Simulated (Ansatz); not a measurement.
**GaN: a line through an energy map**

Aim: follow the energy of GaN (P6_3mc, No. 186; 8 atoms in the cell) along one coordinate, amplitude of mode 13 (501 cm⁻¹), with the other held at amplitude of mode 11 (302 cm⁻¹) = −0.06 Å.

The COD entry's cell or inner coordinates are ideal or old and differ from later refinements, so a difference from it is no clean test against experiment.

Program: Ansatz 0.2.0. Level of theory: DFT PBE, scalar-relativistic, plane waves, PAW. These are calculated values, not measurements.

1 further run of the same task is left out (set aside as unsound or not needed).

## (1) The system as given

The structure is hexagonal, space group P6_3mc (No. 186). The conventional cell has a = 3.219 Å, b = 3.219 Å, c = 5.243 Å, α = 90.00°, β = 90.00°, γ = 120.00°. Ga (site symmetry 3m) is surrounded by 4 N at 1.97 to 1.98 Å. N (site symmetry 3m) has 4 Ga at 1.97 to 1.98 Å as nearest neighbours.

As a file:

```cif
data_structure
_symmetry_space_group_name_H-M 'P 1'
_symmetry_Int_Tables_number 1
_cell_length_a 3.2185
_cell_length_b 3.2185
_cell_length_c 5.2434
_cell_angle_alpha 90.000
_cell_angle_beta 90.000
_cell_angle_gamma 120.000
_cell_volume 47.04
loop_
_atom_site_label
_atom_site_type_symbol
_atom_site_fract_x
_atom_site_fract_y
_atom_site_fract_z
_atom_site_occupancy
Ga1 Ga 0.33333 0.66667 0.99914 1
Ga2 Ga 0.66667 0.33333 0.49914 1
N1 N 0.33333 0.66667 0.37586 1
N2 N 0.66667 0.33333 0.87586 1
```

This cell was relaxed beforehand with the same method: volume 11.76 Å³/atom, gap on the mesh 1.71 eV.

## (2) The scan

The energy is mapped over two normal modes frozen in (zone-centre modes of the cell shown, which folds in the wave vector (0, 1/2, 0) of the primitive cell).

- amplitude of mode 11 (302 cm⁻¹), largest displacement: 9 values from −0.08 to 0.08 Å
- amplitude of mode 13 (501 cm⁻¹), largest displacement: 9 values from −0.098 to 0.098 Å

Nothing else is relaxed (the cell and all other modes fixed). Energies count from the relaxed high-symmetry cell. Points are written as (first, second).

The modes come from a phonon run on the reference cell, made beforehand.

Displacement patterns for an amplitude of 1 (Å):

```
atom     x1      y1      z1     x2      y2      z2
 Ga1  0.000   0.934   0.358  0.000   0.000  -0.201
 Ga2  0.000  -0.934  -0.358  0.000   0.000  -0.201
 Ga3  0.000   0.934  -0.358  0.000   0.000  -0.201
 Ga4  0.000  -0.934   0.358  0.000   0.000  -0.201
  N5  0.000   0.158  -0.155  0.000   0.001   1.000
  N6  0.000  -0.158   0.155  0.000   0.001   1.000
  N7  0.000   0.158   0.155  0.000  -0.001   1.000
  N8  0.000  -0.158  -0.155  0.000  -0.001   1.000
```

## (3) Grid point (−0.06 Å, −0.098 Å)

input.yaml

```yaml
crystal:
  lattice:
    - [-3.2185392711, 0.0, 0.0]
    - [0.0, 0.0, -5.243377885]
    - [1.0e-10, -5.5746735437, 0.0]
  atoms:
    - { symbol: Ga, position: [0.5, 0.0012038528, 0.1767195298] }
    - { symbol: Ga, position: [0.0, -0.0069866817, 0.6566193517] }
    - { symbol: Ga, position: [0.0, 0.4930133183, 0.3433806483] }
    - { symbol: Ga, position: [0.5, 0.5012038528, 0.8232804702] }
    - { symbol: "N", position: [0.5, 0.641049576, 0.1683831663] }
    - { symbol: "N", position: [0.0, 0.6446041703, 0.6649853313] }
    - { symbol: "N", position: [0.0, 0.1446041703, 0.3350146687] }
    - { symbol: "N", position: [0.5, 0.141049576, 0.8316168337] }
basis:
  ecutwfc: 520.0
kpoints:
  mp_grid: { grid: [8, 6, 6] }
hamiltonian:
  xc: pbe
  pseudopotentials: { kind: paw, azcp: { folder: soft_1 } }
scf:
  occupations: { method: gaussian, width: 0.05 }
output:
  forces: true
  stress: true
  eigenvalues: true
```

The run is started by

```
$ ansatz run input.yaml --threads 4 --pin off --max-ram 8192MiB --backend cpu --events-out ev --progress --plain --runs-dir out
```

Log (excerpt; [...] marks lines left out):

```text
Warning: RAYON_NUM_THREADS=4 ignored (pool sized by the plan → 4); use --threads N
[...]
Pseudopotentials: kind: paw
Pseudopotential: Ga, paw, valence charge 13, recommended cutoff 420 eV (normal), <dir>
Pseudopotential: N, paw, valence charge 5, recommended cutoff 420 eV (normal), <dir>
Functional definition: PBE
[...]
Crystal: 8 atoms, lattice volume = 94.078 Å³
Basis set: ecut = 520 eV, 2521 PW (Γ), exchange–correlation on 48×80×90 points (8 copies of the dense FFT grid, shifted against one another)
Bands: 44, of which v1, the nominal top of the filled ones, is band 36 counted from 1 (35 counted from 0)
Symmetry: 4 space group operations
Space group: Pmc21 (ITA 26), of the structure as read, at distance tolerance 4.5e-5 Å
k-points: 80 of 288 (time reversal used)
[...]
SCF iter   1: F=—  HF=-16673.856575 eV  |F-HF|=—  |Δ(HF+E_count)|=         —  Δρ=1.10e-1  dr2=9.96e0  ethr=3.10e-3  ⟨swp⟩=5.3  Hψ=11987  notcnv=0  defer=3
[...]
SCF iter  10: F=-16671.181493 eV  HF=-16671.181493 eV  |F-HF|=9.08e-9  |Δ(HF+E_count)|=   1.88e-7  Δρ=5.85e-6  dr2=3.20e-8  ethr=1.39e-10  ⟨swp⟩=10.1  Hψ=15497  notcnv=0
[...]
SCF converged after 10 iterations
Free energy (F): -16671.181493 eV
[...]
E sigma→0 (E₀):  -16671.181493 eV
Fermi energy:    10.161331 eV
[...]
--- Forces (eV/Å), atoms counted from 1 ---
  atom   1  Ga    -0.00000000     1.08524209    -0.96042993
  atom   2  Ga     0.00000000    -1.12645636    -2.46613299
  atom   3  Ga    -0.00000000     1.12645636    -2.46613299
  atom   4  Ga     0.00000000    -1.08524209    -0.96042993
  atom   5  N      0.00000000    -0.04943420     1.38581036
  atom   6  N      0.00000000    -0.06551428     2.04075921
  atom   7  N     -0.00000000     0.06551428     2.04075921
  atom   8  N     -0.00000000     0.04943420     1.38581036
[...]
--- Stress (GPa, compression-positive) ---
       -2.888314       0.000000       0.000000
        0.000000      -2.913260       0.000000
        0.000000       0.000000      11.306327
  P = ⅓ Tr σ = 1.8349 GPa (18.349 kbar)
--- Band table (eV; the first three rows and the last of 80) ---
[...]
```

It took 11 s on 4 threads of Intel Xeon Platinum 8488C (Sapphire Rapids), shared host; peak memory 0.67 GiB.

That is 0.529 eV from the zero.

## (4) Grid point (−0.06 Å, −0.073 Å)

input.yaml

```yaml
crystal:
  lattice:
    - [-3.2185392711, 0.0, 0.0]
    - [0.0, 0.0, -5.243377885]
    - [1.0e-10, -5.5746735437, 0.0]
  atoms:
    - { symbol: Ga, position: [0.5, 0.0021425462, 0.1767188363] }
    - { symbol: Ga, position: [0.0, -0.0060479883, 0.6566186582] }
    - { symbol: Ga, position: [0.0, 0.4939520117, 0.3433813418] }
    - { symbol: Ga, position: [0.5, 0.5021425462, 0.8232811637] }
    - { symbol: "N", position: [0.5, 0.6363770179, 0.1683787708] }
    - { symbol: "N", position: [0.0, 0.6399316122, 0.6649809358] }
    - { symbol: "N", position: [0.0, 0.1399316122, 0.3350190642] }
    - { symbol: "N", position: [0.5, 0.1363770179, 0.8316212292] }
basis:
  ecutwfc: 520.0
kpoints:
  mp_grid: { grid: [8, 6, 6] }
hamiltonian:
  xc: pbe
  pseudopotentials: { kind: paw, azcp: { folder: soft_1 } }
scf:
  occupations: { method: gaussian, width: 0.05 }
output:
  forces: true
  stress: true
  eigenvalues: true
  write_density: true
  write_potential: true
  elf: true
  volumetric_format: npy
```

The run is started by

```
$ ansatz run input.yaml --threads 4 --pin off --max-ram 8192MiB --backend cpu --events-out ev --progress --plain --runs-dir out
```

Log (excerpt; [...] marks lines left out):

```text
Warning: RAYON_NUM_THREADS=4 ignored (pool sized by the plan → 4); use --threads N
[...]
[... 4 set-up lines as earlier in the session ...]
[...]
Crystal: 8 atoms, lattice volume = 94.078 Å³
Basis set: ecut = 520 eV, 2521 PW (Γ), exchange–correlation on 48×80×90 points (8 copies of the dense FFT grid, shifted against one another)
Bands: 44, of which v1, the nominal top of the filled ones, is band 36 counted from 1 (35 counted from 0)
[... 2 set-up lines as earlier in the session ...]
k-points: 80 of 288 (time reversal used)
[...]
SCF iter  10: F=-16671.351369 eV  HF=-16671.351369 eV  |F-HF|=1.02e-8  |Δ(HF+E_count)|=   1.84e-7  Δρ=5.80e-6  dr2=3.13e-8  ethr=1.39e-10  ⟨swp⟩=13.5  Hψ=23657  notcnv=0
[...]
SCF converged after 10 iterations
Free energy (F): -16671.351369 eV
[...]
E sigma→0 (E₀):  -16671.351369 eV
Fermi energy:    10.149118 eV
[...]
--- Forces (eV/Å), atoms counted from 1 ---
  atom   1  Ga    -0.00000000     1.13018382    -0.50877312
  atom   2  Ga     0.00000000    -1.18418832    -1.86211873
  atom   3  Ga    -0.00000000     1.18418832    -1.86211873
  atom   4  Ga     0.00000000    -1.13018382    -0.50877312
  atom   5  N      0.00000000    -0.04556560     0.94445575
  atom   6  N      0.00000000    -0.07328817     1.42643994
  atom   7  N     -0.00000000     0.07328817     1.42643994
  atom   8  N     -0.00000000     0.04556560     0.94445575
[...]
--- Stress (GPa, compression-positive) ---
       -2.095734       0.000000       0.000000
        0.000000      -2.098292       0.000000
        0.000000       0.000000       7.734594
  P = ⅓ Tr σ = 1.1802 GPa (11.802 kbar)
--- Band table (eV; the first three rows and the last of 80) ---
[...]
```

Run time: 19 s. Hardware: 4 threads of Intel Xeon Platinum 8488C (Sapphire Rapids), shared host; peak memory 0.69 GiB.

Density in a lattice plane of the grid's cell (edges 5.24 and 5.57 Å, at 0.000 of the third edge), which holds Ga and N.

Ten even steps from '0' (0.03 e/Å³) to '9' (46.69 e/Å³):
```
0000000000000000000000
0000000000000000000000
0000000000000000000000
0000000000000000000000
0000000000000000000000
5200000000000000000013
9410000000000000000016
4200000000000000000002
0000000000000000000000
0000000000000000000000
0000000000000000000000
0000000000232000000000
0000000001694000000000
0000000000352000000000
0000000000000000000000
0000000000000000000000
0000000000000000000000
0000000000000000000000
0000000000000000000000
0000000000000000000000
```
Columns run along the first of these edges and rows up along the second, over one cell in 22 and 20 even steps from the bottom left corner. Atoms in the plane (fractional): Ga at (0.99, 0.66), Ga at (0.49, 0.34), N at (0.64, 0.66), N at (0.14, 0.34).

ELF in the same plane.

Ten even steps from ' ' (0.01) to '@' (0.82):
```
                                            
......              ....::::::::....      ..
..........        ..::==++******++--::......
::::::......      ..==**%%@@@@%%%%**==::::::
  ..::::....      ::++%%@@@@%%@@@@@@++::::..
    ..::::..      ::**%%%%++::++@@@@++::    
      ::::..      --**%%%%==  --%%@@++::    
    ..::::..      ::**%%@@%%**##@@@@++::..  
....::------::....::==**%%@@@@@@@@##==::::..
--==**##%%##++--::::::--==**##%%##++::::::::
**%%@@@@@@@@##==::::......::------::....::==
@@@@%%**##@@@@++::        ..::::..      ::**
@@%%==  --%%@@++::          ::::..      --**
@@%%++::++@@@@++::        ..::::..      --**
%%@@@@%%@@@@%%++::::..  ..::::....      ::++
##%%@@@@%%%%**==::::::::::::......      ..==
==++******++--::................        ..::
..::::::::....      ........              ..
                                            
                                            
```
Columns run along the first of these edges and rows up along the second, over one cell in 22 and 20 even steps from the bottom left corner. Atoms in the plane (fractional): Ga at (0.99, 0.66), Ga at (0.49, 0.34), N at (0.64, 0.66), N at (0.14, 0.34).

Both are smooth fields of the valence electrons: close to the nuclei they are not physical.

Maxima of ELF outside the ion cores: 0.86 on the N–Ga line, 0.7 Å from N; 0.84 in the shell around N, 0.6 Å from N.

That is 0.360 eV from the zero.

## (5) Grid point (−0.06 Å, −0.049 Å)

input.yaml

```yaml
crystal:
  lattice:
    - [-3.2185392711, 0.0, 0.0]
    - [0.0, 0.0, -5.243377885]
    - [1.0e-10, -5.5746735437, 0.0]
  atoms:
    - { symbol: Ga, position: [0.5, 0.0030812396, 0.1767181428] }
    - { symbol: Ga, position: [0.0, -0.0051092949, 0.6566179647] }
    - { symbol: Ga, position: [0.0, 0.4948907051, 0.3433820353] }
    - { symbol: Ga, position: [0.5, 0.5030812396, 0.8232818572] }
    - { symbol: "N", position: [0.5, 0.6317044599, 0.1683743753] }
    - { symbol: "N", position: [0.0, 0.6352590541, 0.6649765403] }
    - { symbol: "N", position: [0.0, 0.1352590541, 0.3350234597] }
    - { symbol: "N", position: [0.5, 0.1317044599, 0.8316256247] }
basis:
  ecutwfc: 520.0
kpoints:
  mp_grid: { grid: [8, 6, 6] }
hamiltonian:
  xc: pbe
  pseudopotentials: { kind: paw, azcp: { folder: soft_1 } }
scf:
  occupations: { method: gaussian, width: 0.05 }
output:
  forces: true
  stress: true
  eigenvalues: true
```

The run is started by

```
$ ansatz run input.yaml --threads 4 --pin off --max-ram 8192MiB --backend cpu --events-out ev --progress --plain --runs-dir out
```

Log (excerpt; [...] marks lines left out):

```text
Warning: RAYON_NUM_THREADS=4 ignored (pool sized by the plan → 4); use --threads N
[...]
[... 4 set-up lines as earlier in the session ...]
[...]
Crystal: 8 atoms, lattice volume = 94.078 Å³
Basis set: ecut = 520 eV, 2521 PW (Γ), exchange–correlation on 48×80×90 points (8 copies of the dense FFT grid, shifted against one another)
Bands: 44, of which v1, the nominal top of the filled ones, is band 36 counted from 1 (35 counted from 0)
[... 2 set-up lines as earlier in the session ...]
k-points: 80 of 288 (time reversal used)
[...]
SCF iter  10: F=-16671.463132 eV  HF=-16671.463132 eV  |F-HF|=1.28e-8  |Δ(HF+E_count)|=   1.82e-7  Δρ=5.89e-6  dr2=3.22e-8  ethr=1.39e-10  ⟨swp⟩=10.1  Hψ=15500  notcnv=0
[...]
SCF converged after 10 iterations
Free energy (F): -16671.463132 eV
[...]
E sigma→0 (E₀):  -16671.463132 eV
Fermi energy:    10.136762 eV
[...]
--- Forces (eV/Å), atoms counted from 1 ---
  atom   1  Ga    -0.00000000     1.17416610    -0.11544809
  atom   2  Ga     0.00000000    -1.24090995    -1.33371634
  atom   3  Ga    -0.00000000     1.24090995    -1.33371634
  atom   4  Ga     0.00000000    -1.17416610    -0.11544809
  atom   5  N      0.00000000    -0.03932832     0.55962052
  atom   6  N      0.00000000    -0.08472727     0.88954458
  atom   7  N     -0.00000000     0.08472727     0.88954458
  atom   8  N     -0.00000000     0.03932832     0.55962052
[...]
--- Stress (GPa, compression-positive) ---
       -1.258837      -0.000000      -0.000000
       -0.000000      -1.234812       0.000000
        0.000000       0.000000       4.778039
  P = ⅓ Tr σ = 0.7615 GPa (7.615 kbar)
--- Band table (eV; the first three rows and the last of 80) ---
[...]
```

Wall time 10 s (4 threads of Intel Xeon Platinum 8488C (Sapphire Rapids), shared host); peak memory 0.67 GiB.

Energy on the map's scale: 0.248 eV.

## (6) The run at (−0.06 Å, −0.025 Å)

input.yaml

```yaml
crystal:
  lattice:
    - [-3.2185392711, 0.0, 0.0]
    - [0.0, 0.0, -5.243377885]
    - [1.0e-10, -5.5746735437, 0.0]
  atoms:
    - { symbol: Ga, position: [0.5, 0.004019933, 0.1767174493] }
    - { symbol: Ga, position: [0.0, -0.0041706015, 0.6566172712] }
    - { symbol: Ga, position: [0.0, 0.4958293985, 0.3433827288] }
    - { symbol: Ga, position: [0.5, 0.504019933, 0.8232825507] }
    - { symbol: "N", position: [0.5, 0.6270319018, 0.1683699797] }
    - { symbol: "N", position: [0.0, 0.630586496, 0.6649721447] }
    - { symbol: "N", position: [0.0, 0.130586496, 0.3350278553] }
    - { symbol: "N", position: [0.5, 0.1270319018, 0.8316300203] }
basis:
  ecutwfc: 520.0
kpoints:
  mp_grid: { grid: [8, 6, 6] }
hamiltonian:
  xc: pbe
  pseudopotentials: { kind: paw, azcp: { folder: soft_1 } }
scf:
  occupations: { method: gaussian, width: 0.05 }
output:
  forces: true
  stress: true
  eigenvalues: true
```

The run is started by

```
$ ansatz run input.yaml --threads 4 --pin off --max-ram 8192MiB --backend cpu --events-out ev --progress --plain --runs-dir out
```

Log (excerpt; [...] marks lines left out):

```text
Warning: RAYON_NUM_THREADS=4 ignored (pool sized by the plan → 4); use --threads N
[...]
[... 4 set-up lines as earlier in the session ...]
[...]
Crystal: 8 atoms, lattice volume = 94.078 Å³
Basis set: ecut = 520 eV, 2521 PW (Γ), exchange–correlation on 48×80×90 points (8 copies of the dense FFT grid, shifted against one another)
Bands: 44, of which v1, the nominal top of the filled ones, is band 36 counted from 1 (35 counted from 0)
[... 2 set-up lines as earlier in the session ...]
k-points: 80 of 288 (time reversal used)
[...]
SCF iter  10: F=-16671.524279 eV  HF=-16671.524279 eV  |F-HF|=1.46e-8  |Δ(HF+E_count)|=   1.84e-7  Δρ=6.00e-6  dr2=3.36e-8  ethr=1.39e-10  ⟨swp⟩=10.1  Hψ=15540  notcnv=0
[...]
SCF converged after 10 iterations
Free energy (F): -16671.524279 eV
[...]
E sigma→0 (E₀):  -16671.524279 eV
Fermi energy:    10.124489 eV
[...]
--- Forces (eV/Å), atoms counted from 1 ---
  atom   1  Ga    -0.00000000     1.21727240     0.22481081
  atom   2  Ga     0.00000000    -1.29680716    -0.87339133
  atom   3  Ga    -0.00000000     1.29680716    -0.87339133
  atom   4  Ga     0.00000000    -1.21727240     0.22481081
  atom   5  N      0.00000000    -0.03097755     0.22588603
  atom   6  N      0.00000000    -0.09948728     0.42269203
  atom   7  N     -0.00000000     0.09948728     0.42269203
  atom   8  N     -0.00000000     0.03097755     0.22588603
[...]
--- Stress (GPa, compression-positive) ---
       -0.384845      -0.000000       0.000000
       -0.000000      -0.329962       0.000000
        0.000000       0.000000       2.361480
  P = ⅓ Tr σ = 0.5489 GPa (5.489 kbar)
--- Band table (eV; the first three rows and the last of 80) ---
[...]
```

Run time: 15 s. Hardware: 4 threads of Intel Xeon Platinum 8488C (Sapphire Rapids), shared host; peak memory 0.64 GiB.

On the map this point reads 0.187 eV.

## (7) Grid point (−0.06 Å, 0.000 Å)

input.yaml

```yaml
crystal:
  lattice:
    - [-3.2185392711, 0.0, 0.0]
    - [0.0, 0.0, -5.243377885]
    - [1.0e-10, -5.5746735437, 0.0]
  atoms:
    - { symbol: Ga, position: [0.5, 0.0049586265, 0.1767167558] }
    - { symbol: Ga, position: [0.0, -0.0032319081, 0.6566165776] }
    - { symbol: Ga, position: [0.0, 0.4967680919, 0.3433834224] }
    - { symbol: Ga, position: [0.5, 0.5049586265, 0.8232832442] }
    - { symbol: "N", position: [0.5, 0.6223593437, 0.1683655842] }
    - { symbol: "N", position: [0.0, 0.6259139379, 0.6649677492] }
    - { symbol: "N", position: [0.0, 0.1259139379, 0.3350322508] }
    - { symbol: "N", position: [0.5, 0.1223593437, 0.8316344158] }
basis:
  ecutwfc: 520.0
kpoints:
  mp_grid: { grid: [8, 6, 6] }
hamiltonian:
  xc: pbe
  pseudopotentials: { kind: paw, azcp: { folder: soft_1 } }
scf:
  occupations: { method: gaussian, width: 0.05 }
output:
  forces: true
  stress: true
  eigenvalues: true
```

The run is started by

```
$ ansatz run input.yaml --threads 4 --pin off --max-ram 8192MiB --backend cpu --events-out ev --progress --plain --runs-dir out
```

Log (excerpt; [...] marks lines left out):

```text
Warning: RAYON_NUM_THREADS=4 ignored (pool sized by the plan → 4); use --threads N
[...]
[... 4 set-up lines as earlier in the session ...]
[...]
Crystal: 8 atoms, lattice volume = 94.078 Å³
Basis set: ecut = 520 eV, 2521 PW (Γ), exchange–correlation on 48×80×90 points (8 copies of the dense FFT grid, shifted against one another)
Bands: 44, of which v1, the nominal top of the filled ones, is band 36 counted from 1 (35 counted from 0)
[... 2 set-up lines as earlier in the session ...]
k-points: 80 of 288 (time reversal used)
[...]
SCF iter  10: F=-16671.541605 eV  HF=-16671.541605 eV  |F-HF|=1.55e-8  |Δ(HF+E_count)|=   1.85e-7  Δρ=6.15e-6  dr2=3.53e-8  ethr=1.39e-10  ⟨swp⟩=10.1  Hψ=15521  notcnv=0
[...]
SCF converged after 10 iterations
Free energy (F): -16671.541605 eV
[...]
E sigma→0 (E₀):  -16671.541605 eV
Fermi energy:    10.112518 eV
[...]
--- Forces (eV/Å), atoms counted from 1 ---
  atom   1  Ga    -0.00000000     1.25953733     0.51651040
  atom   2  Ga     0.00000000    -1.35199740    -0.47457829
  atom   3  Ga    -0.00000000     1.35199740    -0.47457829
  atom   4  Ga     0.00000000    -1.25953733     0.51651040
  atom   5  N      0.00000000    -0.02074932    -0.06139072
  atom   6  N      0.00000000    -0.11724771     0.01945325
  atom   7  N     -0.00000000     0.11724771     0.01945325
  atom   8  N     -0.00000000     0.02074932    -0.06139072
[...]
--- Stress (GPa, compression-positive) ---
        0.518526      -0.000000       0.000000
       -0.000000       0.608608       0.000000
       -0.000000       0.000000       0.417859
  P = ⅓ Tr σ = 0.5150 GPa (5.150 kbar)
--- Band table (eV; the first three rows and the last of 80) ---
[...]
```

Wall time 10 s (4 threads of Intel Xeon Platinum 8488C (Sapphire Rapids), shared host); peak memory 0.67 GiB.

On the map this point reads 0.169 eV.

## (8) Point (−0.06 Å, 0.025 Å)

input.yaml

```yaml
crystal:
  lattice:
    - [-3.2185392711, 0.0, 0.0]
    - [0.0, 0.0, -5.243377885]
    - [1.0e-10, -5.5746735437, 0.0]
  atoms:
    - { symbol: Ga, position: [0.5, 0.0058973199, 0.1767160622] }
    - { symbol: Ga, position: [0.0, -0.0022932146, 0.6566158841] }
    - { symbol: Ga, position: [0.0, 0.4977067854, 0.3433841159] }
    - { symbol: Ga, position: [0.5, 0.5058973199, 0.8232839378] }
    - { symbol: "N", position: [0.5, 0.6176867856, 0.1683611887] }
    - { symbol: "N", position: [0.0, 0.6212413798, 0.6649633537] }
    - { symbol: "N", position: [0.0, 0.1212413798, 0.3350366463] }
    - { symbol: "N", position: [0.5, 0.1176867856, 0.8316388113] }
basis:
  ecutwfc: 520.0
kpoints:
  mp_grid: { grid: [8, 6, 6] }
hamiltonian:
  xc: pbe
  pseudopotentials: { kind: paw, azcp: { folder: soft_1 } }
scf:
  occupations: { method: gaussian, width: 0.05 }
output:
  forces: true
  stress: true
  eigenvalues: true
```

The run is started by

```
$ ansatz run input.yaml --threads 4 --pin off --max-ram 8192MiB --backend cpu --events-out ev --progress --plain --runs-dir out
```

Log (excerpt; [...] marks lines left out):

```text
[...]
SCF converged after 10 iterations
Free energy (F): -16671.521297 eV
[...]
E sigma→0 (E₀):  -16671.521297 eV
Fermi energy:    10.111328 eV
[...]
--- Forces (eV/Å), atoms counted from 1 ---
  atom   1  Ga    -0.00000000     1.30095661     0.76355115
  atom   2  Ga     0.00000000    -1.40653984    -0.13157623
  atom   3  Ga    -0.00000000     1.40653984    -0.13157623
  atom   4  Ga     0.00000000    -1.30095661     0.76355115
  atom   5  N      0.00000000    -0.00886573    -0.30622248
  atom   6  N      0.00000000    -0.13770651    -0.32575955
  atom   7  N     -0.00000000     0.13770651    -0.32575955
  atom   8  N     -0.00000000     0.00886573    -0.30622248
[...]
--- Stress (GPa, compression-positive) ---
        1.443271      -0.000000       0.000000
       -0.000000       1.572925       0.000000
       -0.000000       0.000000      -1.112335
  P = ⅓ Tr σ = 0.6346 GPa (6.346 kbar)
--- Band table (eV; the first three rows and the last of 80) ---
[...]
```

It took 15 s on 4 threads of Intel Xeon Platinum 8488C (Sapphire Rapids), shared host; peak memory 0.67 GiB.

On the map this point reads 0.190 eV.

(Part 1 of 2 ends here.)
